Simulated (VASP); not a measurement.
# CdSe (Cadmoselite) (P6_3mc) in VASP: a series of runs

One crystal, CdSe (Cadmoselite), is run at these levels: PBE, LDA, r2SCAN; tasks: band structure.

All numbers are computed with VASP 6.6.1; they aren't measurements. Logs are shortened: lines on timing, memory, paths and dates and some standing lists are left out, and cuts for length are marked.

**Measured values to compare with.**

A printed reference work, data compilation reports, for a bulk crystal of CdSe at 2 K: band gap 1.841 eV.

The results are compared with them further down.

### 1 The structure

It takes space group P6_3mc (No. 186, hexagonal). Conventional cell: a = 4.310 Å, b = 4.310 Å, c = 7.035 Å, α = 90.00°, β = 90.00°, γ = 120.00°. Cd (site symmetry 3m) has 4 Se at 2.64 Å as nearest neighbours. Around Se (site symmetry 3m) lie 4 Cd at 2.64 Å.

### 2 Band structure, PBE

Input file INCAR:

```
SYSTEM = CdSe
PREC     = Accurate       ! precision mode
ENCUT    = 520            ! plane-wave cutoff, eV
EDIFF    = 1E-6           ! SCF threshold, eV
ISMEAR   = 0              ! smearing method
SIGMA    = 0.03           ! smearing width, eV
LREAL    = .False.        ! projectors in reciprocal space
LASPH    = .True.         ! aspherical terms in the spheres
NELM     = 80             ! most SCF steps
ALGO     = Fast           ! electronic algorithm
ISIF     = 2              ! what is computed and relaxed
LWAVE    = .False.        ! write WAVECAR
LCHARG   = .False.        ! write CHGCAR
GGA      = PE             ! functional
NBANDS   = 26             ! bands
KPAR     = 2
```

Input file KPOINTS:

```
Automatic mesh
0
Gamma
  9 9 4
  0 0 0
```

Input file POSCAR:

```
CdSe                                    
1.0
    4.3096852295      0.0000000000      0.0000000000
   -2.1548426148      3.7322968911      0.0000000000
    0.0000000000      0.0000000000      7.0351851828
  Cd              Se            
     2     2
Direct
     0.3333333332999970    0.6666666667000030    0.0046653508420675
     0.6666666667000030    0.3333333332999970    0.5046653508420675
     0.3333333332999970    0.6666666667000030    0.3803346491579305
     0.6666666667000030    0.3333333332999970    0.8803346491579305
```

Input file KPOINTS_OPT:

```
explicit points
168
Reciprocal
 0.0000000000  0.0000000000  0.0000000000 1
 0.0555555556  0.0000000000  0.0000000000 1
 0.1111111111  0.0000000000  0.0000000000 1
 0.1666666667  0.0000000000  0.0000000000 1
 0.2222222222  0.0000000000  0.0000000000 1
 0.2777777778  0.0000000000  0.0000000000 1
[... 160 lines left out ...]
 0.5000000000  0.0000000000  0.0391043700 1
 0.5000000000  0.0000000000 -0.0391043700 1
```

Potentials or basis: VASP PAW PBE potentials, release 64 (Cd, Se).

Command:

```console
cat potpaw_PBE.64/Cd/POTCAR potpaw_PBE.64/Se/POTCAR > POTCAR
mpirun -np 2 vasp_std > vasp.out
```

OUTCAR:

```text
SYSTEM = CdSe
   PREC = Accurate
   ENCUT = 520
   EDIFF = 1E-6
   ISMEAR = 0
   LREAL = .False.
   LASPH = .True.
   NELM = 80
   ISIF = 2
   GGA = PE

 ion  position               nearest neighbor table
   1  0.333  0.667  0.005-   4 2.64   4 2.64   4 2.64   3 2.64
   2  0.667  0.333  0.505-   3 2.64   3 2.64   3 2.64   4 2.64
   3  0.333  0.667  0.380-   2 2.64   2 2.64   2 2.64   1 2.64
   4  0.667  0.333  0.880-   1 2.64   1 2.64   1 2.64   2 2.64

  LATTYP: Found a hexagonal cell.
 ALAT       =     4.3096852295
 C/A-ratio  =     1.6324127652

  Lattice vectors:

 A1 = (   4.3096852295,   0.0000000000,   0.0000000000)
 A2 = (  -2.1548426148,   3.7322968911,   0.0000000000)
 A3 = (   0.0000000000,   0.0000000000,   7.0351851828)

Analysis of symmetry for initial positions (statically):
=====================================================================
 Subroutine PRICEL returns:
 Original cell was already a primitive cell.

 Routine SETGRP: Setting up the symmetry group for a
 hexagonal supercell.

 Subroutine GETGRP returns: Found 12 space group operations
 (whereof  6 operations were pure point group operations)
 out of a pool of 24 trial point group operations.

The static configuration has the point symmetry C_3v.
 The point group associated with its full space group is C_6v.

Analysis of symmetry for dynamics (positions and initial velocities):
=====================================================================
 Subroutine PRICEL returns:
 Original cell was already a primitive cell.

 Routine SETGRP: Setting up the symmetry group for a
 hexagonal supercell.

 Subroutine GETGRP returns: Found 12 space group operations
 (whereof  6 operations were pure point group operations)
 out of a pool of 24 trial point group operations.

The dynamic configuration has the point symmetry C_3v.
 The point group associated with its full space group is C_6v.

 Subroutine INISYM returns: Found 12 space group operations
 (whereof  6 operations are pure point group operations),
 and found     1 'primitive' translations

----------------------------------------------------------------------------------------

                                     Primitive cell

  volume of cell :     113.1611

  direct lattice vectors                    reciprocal lattice vectors
     4.309685230  0.000000000  0.000000000     0.232035508  0.133965763  0.000000000
    -2.154842615  3.732296891  0.000000000     0.000000000  0.267931526  0.000000000
     0.000000000  0.000000000  7.035185183     0.000000000  0.000000000  0.142142669

  length of vectors
     4.309685230  4.309685230  7.035185183     0.267931526  0.267931526  0.142142669

  position of ions in fractional coordinates (direct lattice)
     0.333333333  0.666666667  0.004665351
     0.666666667  0.333333333  0.504665351
     0.333333333  0.666666667  0.380334649
     0.666666667  0.333333333  0.880334649

  ion indices of the primitive-cell ions
   primitive index   ion index
                 1           1
                 2           2
                 3           3
                 4           4

----------------------------------------------------------------------------------------

 KPOINTS: Automatic mesh

Automatic generation of k-mesh.
 Grid dimensions read from file:
 generate k-points for:    9    9    4

 Generating k-lattice:

  Cartesian coordinates                     Fractional coordinates (reciprocal lattice)
     0.025781723  0.014885085  0.000000000     0.111111111  0.000000000  0.000000000
     0.000000000  0.029770170  0.000000000     0.000000000  0.111111111  0.000000000
     0.000000000  0.000000000  0.035535667     0.000000000  0.000000000  0.250000000

  Length of vectors
     0.029770170  0.029770170  0.035535667

  Shift w.r.t. Gamma in fractional coordinates (k-lattice)
     0.000000000  0.000000000  0.000000000

 Subroutine IBZKPT returns following result:
 ===========================================

 Found     36 irreducible k-points:

 Following reciprocal coordinates:
[... 47 lines left out ...]
 fundamental gap:      0.6530117973
 Fermi energy:         1.0945674499

 k-point     1 :       0.0000    0.0000    0.0000
  band No.  band energies     occupation
      1     -11.6682      2.00000
      2     -11.2960      2.00000
      3      -7.0083      2.00000
      4      -7.0018      2.00000
      5      -7.0018      2.00000
      6      -6.9349      2.00000
[... 18 lines left out ...]
     25       7.9178      0.00000
     26       8.5955      0.00000

 k-point     2 :       0.1111   -0.0000    0.0000
  band No.  band energies     occupation
      1     -11.6304      2.00000
      2     -11.2787      2.00000
      3      -6.9970      2.00000
      4      -6.9881      2.00000
      5      -6.9727      2.00000
      6      -6.9184      2.00000
[... 18 lines left out ...]
     25       8.2080      0.00000
     26       8.3679      0.00000

 k-point     3 :       0.2222   -0.0000    0.0000
  band No.  band energies     occupation
      1     -11.5312      2.00000
      2     -11.2373      2.00000
      3      -6.9671      2.00000
      4      -6.9569      2.00000
      5      -6.8945      2.00000
      6      -6.8686      2.00000
[... 18 lines left out ...]
     25       8.1185      0.00000
     26       8.9309      0.00000

 k-point     4 :       0.3333   -0.0000    0.0000
  band No.  band energies     occupation
      1     -11.4089      2.00000
      2     -11.1980      2.00000
      3      -6.9398      2.00000
      4      -6.9290      2.00000
      5      -6.8265      2.00000
      6      -6.8154      2.00000
[... 18 lines left out ...]
     25       8.7273      0.00000
     26       9.1153      0.00000
[... 496 lines left out ...]
      1     -11.3230      2.00000
      2     -11.2074      2.00000
      3      -6.9176      2.00000
      4      -6.8996      2.00000
      5      -6.8336      2.00000
      6      -6.8169      2.00000
[... 18 lines left out ...]
     25       8.4069      0.00000
     26       9.3734      0.00000

 k-point    23 :       0.3333    0.2222    0.2500
  band No.  band energies     occupation
      1     -11.2535      2.00000
      2     -11.1956      2.00000
      3      -6.9145      2.00000
      4      -6.8750      2.00000
      5      -6.8239      2.00000
      6      -6.7947      2.00000
[... 18 lines left out ...]
     25       8.9830      0.00000
     26       9.4903      0.00000

 k-point    24 :       0.3333    0.3333    0.2500
  band No.  band energies     occupation
      1     -11.2108      2.00000
      2     -11.2108      2.00000
      3      -6.9173      2.00000
      4      -6.8401      2.00000
      5      -6.8401      2.00000
      6      -6.7889      2.00000
[... 18 lines left out ...]
     25       9.5001      0.00000
     26       9.8020      0.00000

 [... further k-points ...]

------------------------ aborting loop because EDIFF is reached ----------------------------------------

  FORCE on cell =-STRESS in cart. coord.  units (eV):
  Direction    XX          YY          ZZ          XY          YZ          ZX
  --------------------------------------------------------------------------------------
  -------------------------------------------------------------------------------------
  Total        2.0108063      2.0108063      2.0233085     -0.0000000      0.0000000      0.0000000
  in kB       28.4697428     28.4697428     28.6467547     -0.0000000      0.0000000      0.0000000
  external PRESSURE =      28.5287468 kB  Pullay stress =       0.0000000 kB

 VOLUME and BASIS-vectors are now :
 -----------------------------------------------------------------------------
  energy-cutoff  :      520.00
  volume of cell :      113.16
      direct lattice vectors                 reciprocal lattice vectors
     4.309685230  0.000000000  0.000000000     0.232035508  0.133965763  0.000000000
    -2.154842615  3.732296891  0.000000000     0.000000000  0.267931526  0.000000000
     0.000000000  0.000000000  7.035185183     0.000000000  0.000000000  0.142142669

 POSITION                                       TOTAL-FORCE (eV/Angst)
 -----------------------------------------------------------------------------------
     -0.00000      2.48820      0.03282        -0.000000      0.000000      0.003729
      2.15484      1.24410      3.55041         0.000000      0.000000      0.003729
     -0.00000      2.48820      2.67572        -0.000000      0.000000     -0.003729
      2.15484      1.24410      6.19332         0.000000      0.000000     -0.003729
 -----------------------------------------------------------------------------------
    total drift:                               -0.000000     -0.000000     -0.000516

  FREE ENERGIE OF THE ION-ELECTRON SYSTEM (eV)
  ---------------------------------------------------
  free  energy   TOTEN  =       -10.9402386276 eV

  energy  without entropy=      -10.9402386276  energy(sigma->0) =      -10.94023863
```

Wall time 1.9 min (2 MPI ranks of Intel Xeon Platinum 8559C (Emerald Rapids), shared host); peak memory 0.32 GiB.

What came out:

```yaml
Free_energy: -10.9402 eV
Pressure: 2.9 GPa
Largest_force: 0.004 eV/Å
Band_gap_on_the_k_mesh: 0.65 eV, direct
Band_gap_along_the_path: 0.65 eV, direct
```

Forces in eV/Å, atoms in the order of the input:
```
Cd   0.000  0.000  0.004
Cd   0.000  0.000  0.004
Se   0.000  0.000 -0.004
Se   0.000  0.000 -0.004
```

Levels at the corners of the path, in eV from the valence-band top:
```tsv
point	band 16	band 17	band 18	band 19	band 20	band 21
Γ	-0.05	0.00	0.00	0.65	2.20	5.86
M	-1.84	-1.32	-0.75	3.20	3.33	4.77
M	-1.84	-1.32	-0.75	3.20	3.33	4.77
K	-1.86	-1.86	-1.67	4.23	4.76	4.76
K	-1.86	-1.86	-1.67	4.23	4.76	4.76
Γ	-0.05	0.00	0.00	0.65	2.20	5.86
Γ	-0.05	0.00	0.00	0.65	2.20	5.86
A	-0.40	-0.40	-0.40	2.36	2.36	5.84
A	-0.40	-0.40	-0.40	2.36	2.36	5.84
L	-1.35	-1.34	-1.34	2.93	2.93	4.85
L	-1.35	-1.34	-1.34	2.93	2.93	4.85
H	-2.42	-1.12	-1.12	3.74	3.74	5.81
H	-2.42	-1.12	-1.12	3.74	3.74	5.81
A	-0.40	-0.40	-0.40	2.36	2.36	5.84
L	-1.35	-1.34	-1.34	2.93	2.93	4.85
M	-1.84	-1.32	-0.75	3.20	3.33	4.77
K	-1.86	-1.86	-1.67	4.23	4.76	4.76
H	-2.42	-1.12	-1.12	3.74	3.74	5.81
```

### 3 Band structure, LDA

Changes to INCAR since step 2:

```diff
@@ -13,3 +13,2 @@
 LCHARG   = .False.        ! write CHGCAR
-GGA      = PE             ! functional
 NBANDS   = 26             ! bands
```

KPOINTS is that of step 2.

POSCAR is that of step 2.

KPOINTS_OPT is that of step 2.

Potentials or basis: VASP PAW LDA potentials, release 64 (Cd, Se).

Command:

```console
cat potpaw_LDA.64/Cd/POTCAR potpaw_LDA.64/Se/POTCAR > POTCAR
mpirun -np 2 vasp_std > vasp.out
```

Run time: 1.7 min. Hardware: 2 MPI ranks of Intel Xeon Platinum 8559C (Emerald Rapids), shared host; peak memory 0.29 GiB.

It converged, with:

| Item | Value |
| --- | --- |
| Free energy | -13.4977 eV |
| Pressure | -1.8 GPa |
| Band gap on the k mesh | 0.41 eV, direct |
| Band gap along the path | 0.41 eV, direct |

Levels at the corners of the path, in eV from the valence-band top:
| point | band 15 | band 16 | band 17 | band 18 | band 19 | band 20 | band 21 | band 22 |
| --- | --- | --- | --- | --- | --- | --- | --- | --- |
| Γ | -0.77 | -0.05 | 0.00 | 0.00 | 0.41 | 2.00 | 5.72 | 5.72 |
| M | -2.70 | -1.87 | -1.36 | -0.76 | 3.03 | 3.15 | 4.60 | 5.95 |
| M | -2.70 | -1.87 | -1.36 | -0.76 | 3.03 | 3.15 | 4.60 | 5.95 |
| K | -3.10 | -1.91 | -1.91 | -1.71 | 4.04 | 4.64 | 4.64 | 6.79 |
| K | -3.10 | -1.91 | -1.91 | -1.71 | 4.04 | 4.64 | 4.64 | 6.79 |
| Γ | -0.77 | -0.05 | 0.00 | 0.00 | 0.41 | 2.00 | 5.72 | 5.72 |
| Γ | -0.77 | -0.05 | 0.00 | 0.00 | 0.41 | 2.00 | 5.72 | 5.72 |
| A | -0.40 | -0.40 | -0.40 | -0.40 | 2.17 | 2.17 | 5.66 | 5.66 |
| A | -0.40 | -0.40 | -0.40 | -0.40 | 2.17 | 2.17 | 5.66 | 5.66 |
| L | -1.38 | -1.38 | -1.36 | -1.36 | 2.74 | 2.74 | 4.70 | 4.70 |
| L | -1.38 | -1.38 | -1.36 | -1.36 | 2.74 | 2.74 | 4.70 | 4.70 |
| H | -2.48 | -2.48 | -1.14 | -1.14 | 3.58 | 3.58 | 5.62 | 5.62 |
| H | -2.48 | -2.48 | -1.14 | -1.14 | 3.58 | 3.58 | 5.62 | 5.62 |
| A | -0.40 | -0.40 | -0.40 | -0.40 | 2.17 | 2.17 | 5.66 | 5.66 |
| L | -1.38 | -1.38 | -1.36 | -1.36 | 2.74 | 2.74 | 4.70 | 4.70 |
| M | -2.70 | -1.87 | -1.36 | -0.76 | 3.03 | 3.15 | 4.60 | 5.95 |
| K | -3.10 | -1.91 | -1.91 | -1.71 | 4.04 | 4.64 | 4.64 | 6.79 |
| H | -2.48 | -2.48 | -1.14 | -1.14 | 3.58 | 3.58 | 5.62 | 5.62 |

### 4 Band structure, r2SCAN

Changes to INCAR since step 3:

```diff
@@ -9,3 +9,3 @@
 NELM     = 80             ! most SCF steps
-ALGO     = Fast           ! electronic algorithm
+ALGO     = Normal         ! electronic algorithm
 ISIF     = 2              ! what is computed and relaxed
@@ -13,2 +13,4 @@
 LCHARG   = .False.        ! write CHGCAR
+METAGGA  = R2SCAN         ! meta-GGA
+LMIXTAU  = .True.       
 NBANDS   = 26             ! bands
```

KPOINTS is that of step 3.

POSCAR is that of step 3.

KPOINTS_OPT is that of step 3.

Potentials or basis: VASP PAW PBE potentials, release 64 (Cd, Se).

Command:

```console
cat potpaw_PBE.64/Cd/POTCAR potpaw_PBE.64/Se/POTCAR > POTCAR
mpirun -np 2 vasp_std > vasp.out
```

Wall time 7.7 min (2 MPI ranks of Intel Xeon Platinum 8559C (Emerald Rapids), shared host); peak memory 0.32 GiB.

It converged, with:

```
Free energy             : -71.8213 eV
Pressure                : 1.3 GPa
Band gap on the k mesh  : 1.14 eV, direct
Band gap along the path : 1.14 eV, direct
```

Forces in eV/Å, atoms in the order of the input:
```
Cd   0.000  0.000  0.002
Cd   0.000  0.000  0.002
Se   0.000  0.000 -0.002
Se   0.000  0.000 -0.002
```

Levels at the corners of the path, in eV from the valence-band top:
```csv
point,band 16,band 17,band 18,band 19,band 20,band 21
Γ,-0.05,0.00,0.00,1.14,2.67,6.38
M,-1.87,-1.34,-0.76,3.67,3.71,5.08
M,-1.87,-1.34,-0.76,3.67,3.71,5.08
K,-1.89,-1.89,-1.69,4.51,5.25,5.25
K,-1.89,-1.89,-1.69,4.51,5.25,5.25
Γ,-0.05,0.00,0.00,1.14,2.67,6.38
Γ,-0.05,0.00,0.00,1.14,2.67,6.38
A,-0.40,-0.40,-0.40,2.83,2.83,6.30
A,-0.40,-0.40,-0.40,2.83,2.83,6.30
L,-1.37,-1.35,-1.35,3.34,3.34,5.27
L,-1.37,-1.35,-1.35,3.34,3.34,5.27
H,-2.46,-1.13,-1.13,4.22,4.22,6.12
H,-2.46,-1.13,-1.13,4.22,4.22,6.12
A,-0.40,-0.40,-0.40,2.83,2.83,6.30
L,-1.37,-1.35,-1.35,3.34,3.34,5.27
M,-1.87,-1.34,-0.76,3.67,3.71,5.08
K,-1.89,-1.89,-1.69,4.51,5.25,5.25
H,-2.46,-1.13,-1.13,4.22,4.22,6.12
```

Caveat: the PAW data sets were made with another functional, which shifts forces and pressure a little.

### 5 Band structure, PBE, spin-orbit coupling, no magnetisation

Changes to INCAR since step 4:

```diff
@@ -9,3 +9,3 @@
 NELM     = 80             ! most SCF steps
-ALGO     = Normal         ! electronic algorithm
+ALGO     = Fast           ! electronic algorithm
 ISIF     = 2              ! what is computed and relaxed
@@ -13,5 +13,8 @@
 LCHARG   = .False.        ! write CHGCAR
-METAGGA  = R2SCAN         ! meta-GGA
-LMIXTAU  = .True.       
-NBANDS   = 26             ! bands
+MAGMOM   = 0 0 0 0 0 0 0 0 0 0 0 0 ! initial moments
+LORBIT   = 11             ! projections on sites
+LSORBIT  = .True.         ! spin-orbit coupling
+GGA_COMPAT= .False.      
+GGA      = PE             ! functional
+NBANDS   = 50             ! bands
 KPAR     = 2
```

Input file KPOINTS:

```
Automatic mesh
0
Gamma
  6 6 3
  0 0 0
```

POSCAR is that of step 4.

KPOINTS_OPT is that of step 4.

Command:

```console
cat potpaw_PBE.64/Cd/POTCAR potpaw_PBE.64/Se/POTCAR > POTCAR
mpirun -np 2 vasp_ncl > vasp.out
```

Run time: 12 min. Hardware: 2 MPI ranks of Intel Xeon Platinum 8559C (Emerald Rapids), shared host; peak memory 0.59 GiB.

Results (log left out):

| Property | Result |
| --- | --- |
| Free energy | -11.0308 eV |
| Pressure | 2.8 GPa |
| Largest force | 0.005 eV/Å |
| Valence electrons inside the program's atomic spheres | Cd 10.31; Se 3.86 |

Forces in eV/Å, atoms in the order of the input:
```
Cd   0.000  0.000  0.005
Cd   0.000  0.000  0.005
Se   0.000  0.000 -0.005
Se   0.000  0.000 -0.005
```

### 6 The runs side by side

```tsv
level	potentials or basis	spin	k mesh	gap on the mesh (eV)	pressure (GPa)
PBE	VASP PAW PBE potentials, release 64 (Cd, Se)	off	9 × 9 × 4	0.65	2.9
LDA	VASP PAW LDA potentials, release 64 (Cd, Se)	off	9 × 9 × 4	0.41	-1.8
r2SCAN	VASP PAW PBE potentials, release 64 (Cd, Se)	off	9 × 9 × 4	1.14	1.3
PBE	VASP PAW PBE potentials, release 64 (Cd, Se)	SOC, no magnetisation	6 × 6 × 3	-	2.8
```

Alike in all rows: task band structure; cell as given; cutoff (eV) 520; smearing gaussian 0.03 eV.

Caveats: the PAW data sets were made with another functional, which shifts forces and pressure a little (some runs).

Total energies depend on the potentials used, so only differences within one code and one set of settings carry meaning.

### 7 How close it comes

Step 2. A measured gap of CdSe is 1.841 eV (2 K; a printed reference work, data compilation); the calculated 0.65 eV misses it by -1.19 eV. So large a miss can be the level of theory's own, or it may mean another phase, state or a wrong row. Spin-orbit coupling on Cd, Se is left out. The value is that of PBE, without temperature or zero-point motion. Semilocal functionals fall short of measured gaps as a rule.

Step 3. A measured gap of CdSe is 1.841 eV (2 K; a printed reference work, data compilation); the calculated 0.41 eV misses it by -1.44 eV. So large a miss can be the level of theory's own, or it may mean another phase, state or a wrong row. Spin-orbit coupling on Cd, Se is left out. The value is that of LDA, without temperature or zero-point motion. Semilocal functionals fall short of measured gaps as a rule.

Step 4. A measured gap of CdSe is 1.841 eV (2 K; a printed reference work, data compilation); the calculated 1.14 eV misses it by -0.70 eV. Spin-orbit coupling on Cd, Se is left out. The value is that of r2SCAN, without temperature or zero-point motion.
